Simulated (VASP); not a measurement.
# CoO (P-6m2) in VASP: a series of runs, part 2 of 3

VASP 6.6.1. The steps go on from the part before.

### 3 Density of states, PBE, collinear spin, ferromagnetic start

POSCAR reads:

```
CoO
1.0
    2.8284500000      0.0000000000      0.0000000000
   -1.4142300000      2.4495100000      0.0000000000
    0.0000000000      0.0000000000      2.7217200000
Co O
1 1
Direct
    0.0000000000      0.0000000000      0.5000000000
    0.6666700000      0.3333300000      0.0000000000
```

INCAR.step1 reads:

```
ALGO = Fast
EDIFF = 1E-6
ENCUT = 520
GGA = PE
ISIF = 2
ISMEAR = 0
ISPIN = 2
LASPH = True
LCHARG = True
LMAXMIX = 4
LREAL = False
LWAVE = False
MAGMOM = 2 0
NELM = 120
PREC = Accurate
SIGMA = 0.02
```

KPOINTS.step1 reads:

```
k-points
0
Gamma
  11 11 10
```

INCAR.step2 reads:

```
ALGO = Fast
EDIFF = 1E-6
ENCUT = 520
GGA = PE
ICHARG = 11
ISIF = 2
ISMEAR = -5
ISPIN = 2
LASPH = True
LCHARG = False
LMAXMIX = 4
LORBIT = 10
LREAL = False
LWAVE = False
MAGMOM = 2 0
NEDOS = 1001
NELM = 120
PREC = Accurate
SIGMA = 0.02
```

KPOINTS.step2 reads:

```
k-points
0
Gamma
  17 17 15
```

Potentials or basis: VASP PAW PBE potentials, release 64 (Co, O).

Run with:

```bash
> cat potpaw_PBE.64/Co/POTCAR potpaw_PBE.64/O/POTCAR > POTCAR
> cp INCAR.step1 INCAR
> cp KPOINTS.step1 KPOINTS
> mpirun -np 1 vasp_std > vasp.out
> cp INCAR.step2 INCAR
> cp KPOINTS.step2 KPOINTS
> mpirun -np 1 vasp_std > vasp.out
```

OUTCAR:

```text
EDIFF = 1E-6
   ENCUT = 520
   GGA = PE
   ICHARG = 11
   ISIF = 2
   ISMEAR = -5
   ISPIN = 2
   LASPH = True
   LORBIT = 10
   LREAL = False
   NELM = 120
   PREC = Accurate

 ion  position               nearest neighbor table
   1  0.000  0.000  0.500-   2 2.13   2 2.13   2 2.13   2 2.13   2 2.13   2 2.13
   2  0.667  0.333  0.000-   1 2.13   1 2.13   1 2.13   1 2.13   1 2.13   1 2.13

  LATTYP: Found a hexagonal cell.
 ALAT       =     2.8284500000
 C/A-ratio  =     0.9622655518

  Lattice vectors:

 A1 = (   2.8284500000,   0.0000000000,   0.0000000000)
 A2 = (  -1.4142300000,   2.4495100000,   0.0000000000)
 A3 = (   0.0000000000,   0.0000000000,   2.7217200000)

Analysis of symmetry for initial positions (statically):
=====================================================================
 Subroutine PRICEL returns:
 Original cell was already a primitive cell.

 Routine SETGRP: Setting up the symmetry group for a
 hexagonal supercell.

[... 568 lines left out ...]
     10       9.5195      0.00000
     11      23.3064      0.00000
     12      24.9485      0.00000
[... 333 lines left out ...]
      1     -11.2110      1.00000
      2       2.8222      1.00000
      3       4.6430      1.00000
      4       4.8366      1.00000
      5       5.9007      1.00000
      6       8.2993      0.03737
      7       8.3956      0.00000
      8       8.8150      0.00000
      9       9.1191      0.00000
     10      11.7039      0.00000
     11      21.3194      0.00000
     12      23.6078      0.00000

 [... further k-points ...]
[... 5 lines left out ...]
  --------------------------------------------------------------------------------------
  -------------------------------------------------------------------------------------
  Total       -0.0511132     -0.0510607     -0.1263431      0.0000456      0.0000000      0.0000000
  in kB       -4.3428292     -4.3383638    -10.7347217      0.0038773      0.0000000      0.0000000
  external PRESSURE =      -6.4719716 kB  Pullay stress =       0.0000000 kB

 VOLUME and BASIS-vectors are now :
 -----------------------------------------------------------------------------
  energy-cutoff  :      520.00
  volume of cell :       18.86
      direct lattice vectors                 reciprocal lattice vectors
     2.828450000  0.000000000  0.000000000     0.353550531  0.204123179  0.000000000
    -1.414230000  2.449510000  0.000000000     0.000000000  0.408244914  0.000000000
     0.000000000  0.000000000  2.721720000     0.000000000  0.000000000  0.367414723

 POSITION                                       TOTAL-FORCE (eV/Angst)
 -----------------------------------------------------------------------------------
      0.00000      0.00000      1.36086        -0.000016      0.000009      0.000000
      1.41424      0.81650      0.00000         0.000016     -0.000009      0.000000
 -----------------------------------------------------------------------------------
    total drift:                                0.000012      0.000026      0.000000

  FREE ENERGIE OF THE ION-ELECTRON SYSTEM (eV)
  ---------------------------------------------------
  free  energy   TOTEN  =       -12.9251044919 eV

  energy  without entropy=      -12.9251044919  energy(sigma->0) =      -12.92510449

 total charge

# of ion       s       p       d       tot
------------------------------------------
    1        0.309   0.393   7.145   7.847
    2        1.564   3.403   0.000   4.967
--------------------------------------------------
tot          1.873   3.797   7.145  12.814

 magnetization (x)

# of ion       s       p       d       tot
------------------------------------------
    1        0.006   0.007   2.535   2.548
    2        0.026   0.381   0.000   0.407
--------------------------------------------------
tot          0.032   0.388   2.535   2.955
```

OSZICAR.step1:

```text
N       E                     dE             d eps       ncg     rms          rms(c)
DAV:   1     0.829727797470E+02    0.82973E+02   -0.76053E+03 10500   0.151E+03
DAV:   2    -0.917078338905E+01   -0.92144E+02   -0.81751E+02 10592   0.281E+02
DAV:   3    -0.155314647757E+02   -0.63607E+01   -0.61040E+01 12160   0.849E+01
DAV:   4    -0.156088272822E+02   -0.77363E-01   -0.77283E-01 11728   0.974E+00
DAV:   5    -0.156103395525E+02   -0.15123E-02   -0.15122E-02 12420   0.142E+00    0.171E+01
RMM:   6    -0.146617768519E+02    0.94856E+00   -0.16001E+01 11695   0.530E+01    0.252E+01
RMM:   7    -0.131807700893E+02    0.14810E+01   -0.44838E+00 10677   0.289E+01    0.883E+00
RMM:   8    -0.129539321503E+02    0.22684E+00   -0.20917E-01 11997   0.565E+00    0.401E+00
RMM:   9    -0.129635638342E+02   -0.96317E-02   -0.22922E-01 12344   0.461E+00    0.242E+00
RMM:  10    -0.129248740851E+02    0.38690E-01   -0.73229E-02 11250   0.405E+00    0.714E-01
RMM:  11    -0.129253972751E+02   -0.52319E-03   -0.79850E-03 11803   0.950E-01    0.255E-01
RMM:  12    -0.129252723680E+02    0.12491E-03   -0.74464E-04 12749   0.377E-01    0.172E-01
RMM:  13    -0.129253281069E+02   -0.55739E-04   -0.39896E-04 12416   0.270E-01    0.765E-02
RMM:  14    -0.129253342133E+02   -0.61064E-05   -0.14766E-04 12772   0.126E-01    0.878E-02
RMM:  15    -0.129252902516E+02    0.43962E-04   -0.47098E-05 12428   0.885E-02    0.439E-02
RMM:  16    -0.129252778678E+02    0.12384E-04   -0.29700E-05 12472   0.493E-02    0.156E-02
RMM:  17    -0.129252794119E+02   -0.15441E-05   -0.94203E-06 12332   0.251E-02    0.739E-03
RMM:  18    -0.129252799342E+02   -0.52228E-06   -0.15726E-06  7144   0.134E-02
   1 F= -.12925280E+02 E0= -.12924962E+02  d E =-.635896E-03  mag=     3.0003
```

It took 5.3 min on 1 thread of AMD EPYC 7R43 (Zen 3), shared host; peak memory 0.32 GiB.

What came out:

| Property | Result |
| --- | --- |
| Net moment | 3.00 μB per cell |
| Site moments | Co +2.55; O +0.41 μB |
| Valence electrons inside the program's atomic spheres | Co 7.85; O 4.97 |

Levels at points of the mesh, in eV from the Fermi level:
Spin up:
```csv
k point,band 5,band 6,band 7,band 8,band 9,band 10,band 11,band 12
"(0.00, 0.00, 0.00)",-3.66,-2.94,-2.94,-1.02,-1.02,0.70,14.67,16.13
```
Spin down:
```
           k point  band 3  band 4  band 5  band 6  band 7  band 8  band 9  band 10
(0.00, 0.00, 0.00)   -3.68   -2.98   -2.67    0.25    0.25    0.81    0.81     1.30
```

States per cell in windows of 1 eV (zero at the Fermi level; states under -8 eV left out):
| from (eV) | up | down | Co1_d_up | Co1_d_down | O2_p_up | O2_p_down | Co1_s_up | Co1_p_down |
| --- | --- | --- | --- | --- | --- | --- | --- | --- |
| -8.0 | 0.77 | 0.16 | 0.15 | 0.01 | 0.30 | 0.06 | 0.07 | 0.01 |
| -7.0 | 0.62 | 0.74 | 0.15 | 0.10 | 0.26 | 0.32 | 0.02 | 0.04 |
| -6.0 | 1.16 | 0.54 | 0.43 | 0.08 | 0.46 | 0.25 | 0.01 | 0.04 |
| -5.0 | 0.48 | 0.85 | 0.22 | 0.18 | 0.17 | 0.43 | 0.00 | 0.04 |
| -4.0 | 1.29 | 0.72 | 1.15 | 0.18 | 0.03 | 0.38 | 0.01 | 0.02 |
| -3.0 | 1.90 | 0.11 | 1.66 | 0.09 | 0.12 | 0.00 | 0.01 | 0.00 |
| -2.0 | 1.24 | 0.89 | 0.81 | 0.73 | 0.31 | 0.03 | 0.01 | 0.02 |
| -1.0 | 0.66 | 1.08 | 0.36 | 0.98 | 0.24 | 0.04 | 0.00 | 0.00 |
| 0.0 | 0.00 | 2.04 | 0.00 | 1.77 | 0.00 | 0.13 | 0.00 | 0.02 |
| 1.0 | 0.02 | 0.91 | 0.00 | 0.65 | 0.00 | 0.20 | 0.01 | 0.01 |
| 2.0 | 0.04 | 0.09 | 0.00 | 0.05 | 0.01 | 0.02 | 0.01 | 0.00 |
| 3.0 | 0.07 | 0.05 | 0.00 | 0.00 | 0.02 | 0.01 | 0.02 | 0.00 |
| 4.0 | 0.11 | 0.08 | 0.00 | 0.00 | 0.03 | 0.02 | 0.02 | 0.01 |
| 5.0 | 0.40 | 0.14 | 0.04 | 0.01 | 0.07 | 0.03 | 0.09 | 0.02 |
| 6.0 | 0.33 | 0.51 | 0.03 | 0.07 | 0.07 | 0.10 | 0.06 | 0.08 |
| 7.0 | 0.06 | 0.19 | 0.01 | 0.03 | 0.01 | 0.04 | 0.00 | 0.03 |

Caveat: a cell with one magnetic atom can't hold antiferromagnetic order, which such compounds often take; semilocal functionals often make such compounds metallic where correlation or magnetic order opens a gap, which also shifts bond lengths; tetrahedron occupations give inexact forces and stress in metals.

### 4 Electric field gradients, PBE, collinear spin, ferromagnetic start

INCAR reads:

```
  PREC = Accurate
  ENCUT = 520
  EDIFF = 1E-8
  ISMEAR = 0
  SIGMA = 0.02
  LREAL = F
  LASPH = T
  NELM = 100
  ALGO = Fast
  ISIF = 2
  LWAVE = F
  LCHARG = F
  ISPIN = 2
  MAGMOM = 2 0
  LORBIT = 11
  LMAXMIX = 4
  GGA = PE
  LEFG = T
```

KPOINTS reads:

```
Automatic mesh
0
Gamma
  11 11 10
```

POSCAR is that of step 3.

Potentials or basis: VASP PAW PBE potentials, release 64 (Co, O).

Run with:

```bash
> cat potpaw_PBE.64/Co/POTCAR potpaw_PBE.64/O/POTCAR > POTCAR
> mpirun -np 1 vasp_std > vasp.out
```

OUTCAR:

```text
PREC = Accurate
   ENCUT = 520
   EDIFF = 1E-8
   ISMEAR = 0
   LREAL = F
   LASPH = T
   NELM = 100
   ISIF = 2
   ISPIN = 2
   LORBIT = 11
   GGA = PE

 ion  position               nearest neighbor table
   1  0.000  0.000  0.500-   2 2.13   2 2.13   2 2.13   2 2.13   2 2.13   2 2.13
   2  0.667  0.333  0.000-   1 2.13   1 2.13   1 2.13   1 2.13   1 2.13   1 2.13

  LATTYP: Found a hexagonal cell.
 ALAT       =     2.8284500000
 C/A-ratio  =     0.9622655518

  Lattice vectors:

 A1 = (   2.8284500000,   0.0000000000,   0.0000000000)
 A2 = (  -1.4142300000,   2.4495100000,   0.0000000000)
 A3 = (   0.0000000000,   0.0000000000,   2.7217200000)

Analysis of symmetry for initial positions (statically):
=====================================================================
 Subroutine PRICEL returns:
 Original cell was already a primitive cell.

 Routine SETGRP: Setting up the symmetry group for a
 hexagonal supercell.

 Subroutine GETGRP returns: Found  4 space group operations
 (whereof  4 operations were pure point group operations)
 out of a pool of 24 trial point group operations.

The static configuration has the point symmetry C_2v.

Analysis of symmetry for dynamics (positions and initial velocities):
=====================================================================
 Subroutine PRICEL returns:
 Original cell was already a primitive cell.

 Routine SETGRP: Setting up the symmetry group for a
[... 901 lines left out ...]
     11      17.8504      0.00000
     12      22.8201      0.00000

 [... further k-points ...]
[... 5 lines left out ...]
  --------------------------------------------------------------------------------------
  -------------------------------------------------------------------------------------
  Total       -0.0313062     -0.0312923     -0.1154458      0.0000121      0.0000000      0.0000000
  in kB       -2.6599253     -2.6587429     -9.8088417      0.0010302      0.0000000      0.0000000
  external PRESSURE =      -5.0425033 kB  Pullay stress =       0.0000000 kB

 VOLUME and BASIS-vectors are now :
 -----------------------------------------------------------------------------
  energy-cutoff  :      520.00
  volume of cell :       18.86
      direct lattice vectors                 reciprocal lattice vectors
     2.828450000  0.000000000  0.000000000     0.353550531  0.204123179  0.000000000
    -1.414230000  2.449510000  0.000000000     0.000000000  0.408244914  0.000000000
     0.000000000  0.000000000  2.721720000     0.000000000  0.000000000  0.367414723

 POSITION                                       TOTAL-FORCE (eV/Angst)
 -----------------------------------------------------------------------------------
      0.00000      0.00000      1.36086         0.000003     -0.000002      0.000000
      1.41424      0.81650      0.00000        -0.000003      0.000002      0.000000
 -----------------------------------------------------------------------------------
    total drift:                                0.000014      0.000024      0.000000

  FREE ENERGIE OF THE ION-ELECTRON SYSTEM (eV)
  ---------------------------------------------------
  free  energy   TOTEN  =       -12.9252800433 eV

  energy  without entropy=      -12.9246438755  energy(sigma->0) =      -12.92496196

 Electric field gradients (V/A^2)
---------------------------------------------------------------------
 ion       V_xx      V_yy      V_zz      V_xy      V_xz      V_yz
---------------------------------------------------------------------
   1     -16.148   -16.149    32.297     0.003    -0.000     0.000
   2      -7.904    -7.907    15.810    -0.000     0.000     0.000
---------------------------------------------------------------------

 Electric field gradients after diagonalization (V/A^2)
 (convention: |V_zz| > |V_xx| > |V_yy|)
----------------------------------------------------------------------
 ion       V_xx      V_yy      V_zz     asymmetry (V_yy - V_xx)/ V_zz
----------------------------------------------------------------------
   1     -16.152   -16.145    32.297       0.000
   2      -7.907    -7.904    15.810       0.000
----------------------------------------------------------------------

           NMR quadrupolar parameters

 Cq : quadrupolar parameter    Cq=e*Q*V_zz/h
 eta: asymmetry parameters     (V_yy - V_xx)/ V_zz
 Q  : nuclear electric quadrupole moment in mb (millibarn)
----------------------------------------------------------------------
 ion       Cq(MHz)       eta       Q (mb)
----------------------------------------------------------------------
   1       0.078       0.000       1.000
   2       0.038       0.000       1.000
----------------------------------------------------------------------

 total charge

# of ion       s       p       d       tot
------------------------------------------
    1        0.309   0.393   7.145   7.847
    2        1.564   3.403   0.000   4.967
--------------------------------------------------
tot          1.872   3.796   7.145  12.814

 magnetization (x)

# of ion       s       p       d       tot
------------------------------------------
    1        0.006   0.007   2.534   2.547
    2        0.026   0.381   0.000   0.407
--------------------------------------------------
tot          0.032   0.389   2.534   2.955
```

It took 2.9 min on 1 thread of AMD EPYC 7R43 (Zen 3), shared host; peak memory 0.16 GiB.

What came out:

| Item | Value |
| --- | --- |
| Free energy | -12.9253 eV |
| Pressure | -0.5 GPa |
| Band gap on the k mesh | none (metal or under the smearing width) |
| Net moment | 3.00 μB per cell |
| Site moments | Co +2.55; O +0.41 μB |
| Valence electrons inside the program's atomic spheres | Co 7.85; O 4.97 |

Electric field gradients, principal values (V/Å²):
```
atom      Vxx      Vyy     Vzz
1 Co  -16.145  -16.152  32.297
 2 O   -7.904   -7.907  15.810
```

Caveat: a cell with one magnetic atom can't hold antiferromagnetic order, which such compounds often take; semilocal functionals often make such compounds metallic where correlation or magnetic order opens a gap, which also shifts bond lengths.

[end of part 2 of 3]
